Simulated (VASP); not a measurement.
# BeTe (F-43m) in VASP: a series of runs, part 2 of 2

VASP 6.6.1.

## Step 3: Born charges and dielectric tensor, PBE

Input file INCAR:

```
  PREC = Accurate
  ENCUT = 520
  EDIFF = 1E-8
  ISMEAR = 0
  SIGMA = 0.02
  LREAL = False
  LASPH = True
  NELM = 100
  ALGO = Normal
  ISIF = 2
  LWAVE = False
  LCHARG = False
  GGA = PE
  LEPSILON = True
  IBRION = 8
  KPAR = 2
```

Input file KPOINTS:

```
Automatic mesh
0
Gamma
  7 7 7
```

Input file POSCAR:

```
BeTe
1.0
    0.0000000000      2.8342600000      2.8342600000
    2.8342600000      0.0000000000      2.8342600000
    2.8342600000      2.8342600000      0.0000000000
Be Te
1 1
Direct
    0.0000000000      0.0000000000      0.0000000000
    0.7500000000      0.7500000000      0.7500000000
```

Potentials or basis: VASP PAW PBE potentials, release 64 (Be, Te).

Command:

```sh
> cat potpaw_PBE.64/Be/POTCAR potpaw_PBE.64/Te/POTCAR > POTCAR
> mpirun -np 2 vasp_std > vasp.out
```

OUTCAR:

```text
PREC = Accurate
   ENCUT = 520
   EDIFF = 1E-8
   ISMEAR = 0
   LREAL = False
   LASPH = True
   NELM = 100
   ISIF = 2
   GGA = PE
   LEPSILON = True
   IBRION = 8

 ion  position               nearest neighbor table
   1  0.000  0.000  0.000-   2 2.45   2 2.45   2 2.45   2 2.45
   2  0.750  0.750  0.750-   1 2.45   1 2.45   1 2.45   1 2.45

  LATTYP: Found a face centered cubic cell.
 ALAT       =     5.6685200000

  Lattice vectors:

 A1 = (   0.0000000000,   2.8342600000,   2.8342600000)
 A2 = (   2.8342600000,   0.0000000000,   2.8342600000)
 A3 = (   2.8342600000,   2.8342600000,   0.0000000000)

Analysis of symmetry for initial positions (statically):
=====================================================================
 Subroutine PRICEL returns:
 Original cell was already a primitive cell.

 Routine SETGRP: Setting up the symmetry group for a
 face centered cubic supercell.

 Subroutine GETGRP returns: Found 24 space group operations
 (whereof 24 operations were pure point group operations)
 out of a pool of 48 trial point group operations.

The static configuration has the point symmetry T_d .

Analysis of symmetry for dynamics (positions and initial velocities):
=====================================================================
 Subroutine PRICEL returns:
 Original cell was already a primitive cell.

 Routine SETGRP: Setting up the symmetry group for a
 face centered cubic supercell.

 Subroutine GETGRP returns: Found 24 space group operations
 (whereof 24 operations were pure point group operations)
 out of a pool of 48 trial point group operations.

The dynamic configuration has the point symmetry T_d .

 Subroutine INISYM returns: Found 24 space group operations
 (whereof 24 operations are pure point group operations),
 and found     1 'primitive' translations

----------------------------------------------------------------------------------------

                                     Primitive cell

  volume of cell :      45.5354

  direct lattice vectors                    reciprocal lattice vectors
     0.000000000  2.834260000  2.834260000    -0.176412891  0.176412891  0.176412891
     2.834260000  0.000000000  2.834260000     0.176412891 -0.176412891  0.176412891
     2.834260000  2.834260000  0.000000000     0.176412891  0.176412891 -0.176412891

  length of vectors
     4.008248931  4.008248931  4.008248931     0.305556090  0.305556090  0.305556090

  position of ions in fractional coordinates (direct lattice)
     0.000000000  0.000000000  0.000000000
     0.750000000  0.750000000  0.750000000

  ion indices of the primitive-cell ions
   primitive index   ion index
                 1           1
[... 401 lines left out ...]
    -0.00012  0.49202  0.00000
     0.49202 -0.00012  0.00000
     0.00000  0.00000 -0.00031

--------------------------------------- Ionic step        4  -------------------------------------------

------------------------ aborting loop because EDIFF is reached ----------------------------------------

[... ionic steps 5 to 6 ...]

--------------------------------------- Ionic step        7  -------------------------------------------

 Free energy of the ion-electron system (eV)
  ---------------------------------------------------
  ---------------------------------------------------
  free energy    TOTEN  =        -0.04492552 eV

  energy without entropy =       -0.04492552

------------------------ aborting loop because EDIFF is reached ----------------------------------------

 INTERNAL STRAIN TENSOR  FOR ION    2  DIRECTION 1   (eV/Angst):
 -----------------------------------------------------------------------------
    -0.00827  0.00000  0.00000
     0.00000  0.00786  3.93718
     0.00000  3.93718  0.00786

 MACROSCOPIC STATIC DIELECTRIC TENSOR (including local field effects in DFT)
 ------------------------------------------------------
           7.674707    -0.000000     0.000000
           0.000000     7.674707    -0.000000
           0.000000     0.000000     7.674707
 ------------------------------------------------------

 PIEZOELECTRIC TENSOR (including local field effects)  for field in x, y, z        (e  Angst)
          XX          YY          ZZ          XY          YZ          ZX
  --------------------------------------------------------------------------------
  x     0.00000     0.00000     0.00000     0.00000     1.40521     0.00000
  y    -0.00000    -0.00000    -0.00000     0.00000     0.00000     1.40521
  z     0.00000     0.00000    -0.00000     1.40521     0.00000     0.00000

 PIEZOELECTRIC TENSOR (including local field effects)  for field in x, y, z        (C/m^2)
          XX          YY          ZZ          XY          YZ          ZX
  --------------------------------------------------------------------------------
  x     0.00000     0.00000     0.00000     0.00000     0.49443     0.00000
  y    -0.00000    -0.00000    -0.00000     0.00000     0.00000     0.49443
  z     0.00000     0.00000    -0.00000     0.49443     0.00000     0.00000

 BORN EFFECTIVE CHARGES (including local field effects) (in |e|, cummulative output)
 ---------------------------------------------------------------------------------
 ion    1
    1     1.38731     0.00000     0.00000
    2     0.00000     1.38731     0.00000
    3    -0.00000    -0.00000     1.38731
 ion    2
    1    -1.38731     0.00000     0.00000
    2    -0.00000    -1.38731    -0.00000
    3     0.00000     0.00000    -1.38731

 INTERNAL STRAIN TENSOR FOR ION    2 for displacements in x,y,z  (eV/Angst):
          X           Y           Z          XY          YZ          ZX
  --------------------------------------------------------------------------------
  x     0.00000     0.00000     0.00000     0.00000     3.93718     0.00000
  y    -0.00000     0.00000    -0.00000     0.00000     0.00000     3.93718
  z     0.00000     0.00000     0.00000     3.93718     0.00000     0.00000

 SECOND DERIVATIVES (NOT SYMMETRIZED)
 ------------------------------------
               1X          1Y          1Z          2X          2Y          2Z
  1X    -6.419528    0.000000    0.000000    6.419528    0.000000    0.000000
  1Y     0.000000   -6.419528    0.000000    0.000000    6.419528    0.000000
  1Z     0.000000    0.000000   -6.419528    0.000000    0.000000    6.419528
  2X     6.420375    0.000000    0.000000   -6.420375    0.000000    0.000000
  2Y     0.000000    6.420375    0.000000    0.000000   -6.420375    0.000000
  2Z     0.000000    0.000000    6.420375    0.000000    0.000000   -6.420375

 Eigenvectors and eigenvalues of the dynamical matrix
 ----------------------------------------------------

   1 f  =   13.651807 THz    85.776834 2PiTHz  455.375271 cm-1    56.459313 meV
             X         Y         Z           dx          dy          dz
      0.000000  0.000000  0.000000     0.966446    0.000000    0.000000
      4.251390  4.251390  4.251390    -0.256871    0.000000    0.000000
[... 21 lines left out ...]
   6 f/i=    0.000224 THz     0.001404 2PiTHz    0.007456 cm-1     0.000924 meV
             X         Y         Z           dx          dy          dz
      0.000000  0.000000  0.000000    -0.254663    0.033607    0.000000
      4.251390  4.251390  4.251390    -0.958139    0.126441    0.000000

--------------------------------------------------------------------------------------------------------

 MACROSCOPIC STATIC DIELECTRIC TENSOR IONIC CONTRIBUTION
 ------------------------------------------------------
           1.191335    -0.000000    -0.000000
          -0.000000     1.191335     0.000000
          -0.000000     0.000000     1.191335
 ------------------------------------------------------

 ELASTIC MODULI CONTR FROM IONIC RELAXATION (kBar)
 Direction    XX          YY          ZZ          XY          YZ          ZX
 --------------------------------------------------------------------------------
 XX          -0.0000     -0.0000     -0.0000     -0.0000      0.0000      0.0000
 YY          -0.0000     -0.0000     -0.0000     -0.0000     -0.0000      0.0000
 ZZ          -0.0000     -0.0000     -0.0000     -0.0000     -0.0000      0.0000
 XY          -0.0000     -0.0000     -0.0000    -89.2759     -0.0000     -0.0000
 YZ           0.0000     -0.0000     -0.0000     -0.0000    -89.2759      0.0000
 ZX           0.0000      0.0000      0.0000     -0.0000      0.0000    -89.2759
 --------------------------------------------------------------------------------

 PIEZOELECTRIC TENSOR IONIC CONTR  for field in x, y, z        (C/m^2)
          XX          YY          ZZ          XY          YZ          ZX
  --------------------------------------------------------------------------------
  x     0.00000    -0.00000    -0.00000    -0.00000    -0.30687     0.00000
  y     0.00000     0.00000     0.00000    -0.00000     0.00000    -0.30687
  z    -0.00000    -0.00000    -0.00000    -0.30687     0.00000    -0.00000
```

OSZICAR:

```text
N       E                     dE             d eps       ncg     rms          rms(c)
DAV:   1     0.225160168132E+02    0.22516E+02   -0.35065E+03   320   0.810E+02
DAV:   2    -0.699550508670E+01   -0.29512E+02   -0.29204E+02   464   0.102E+02
DAV:   3    -0.773622361082E+01   -0.74072E+00   -0.74072E+00   408   0.222E+01
DAV:   4    -0.774195473797E+01   -0.57311E-02   -0.57311E-02   464   0.221E+00
[... 12 lines left out ...]
RMM:   8    -0.449257559392E-01   -0.64674E-06   -0.58097E-08  1687   0.222E-04    0.456E-05
RMM:   9    -0.449254605363E-01    0.29540E-06    0.99261E-09  1798   0.578E-05    0.289E-05
RMM:  10    -0.449255059000E-01   -0.45364E-07   -0.22142E-08  1734   0.255E-05    0.237E-06
RMM:  11    -0.449255166922E-01   -0.10792E-07   -0.17492E-08  1808   0.371E-06    0.122E-06
RMM:  12    -0.449255208267E-01   -0.41345E-08    0.30688E-09  1325   0.154E-06    0.383E-07
 Linear response finished
```

Wall time 85 s (2 MPI ranks of Intel Xeon Platinum 8488C (Sapphire Rapids), shared host); peak memory 0.22 GiB.

What came out:

- Band gap on the k mesh: 2.07 eV, indirect (least direct gap 3.63 eV)
- Electronic dielectric tensor (diagonal): 7.67
- Born charges (mean of the diagonal): Be +1.39; Te -1.39 e
- Highest phonon frequency at Γ, LO-TO splitting left out: 455 cm⁻¹

Levels at points of the mesh, in eV from the valence-band top:
| k point | band 2 | band 3 | band 4 | band 5 | band 6 | band 7 |
| --- | --- | --- | --- | --- | --- | --- |
| (0.00, 0.00, 0.00) | 0.00 | 0.00 | 0.00 | 3.63 | 3.63 | 3.63 |

Phonon frequencies in cm⁻¹ (negative: imaginary):
```
              q point        frequencies
(0.000, 0.000, 0.000)  0 0 0 455 455 455
```

Electronic dielectric tensor:
```
7.67 0.00 0.00
0.00 7.67 0.00
0.00 0.00 7.67
```

Born effective charge tensors (e):
atom 1, Be
```
1.39 0.00 0.00
0.00 1.39 0.00
0.00 0.00 1.39
```
atom 2, Te
```
-1.39  0.00  0.00
 0.00 -1.39  0.00
 0.00  0.00 -1.39
```

Caveat: spin-orbit coupling is left out, which moves the levels of the heavy elements; an odd mesh through Γ misses points on the zone boundary, where band edges often lie.
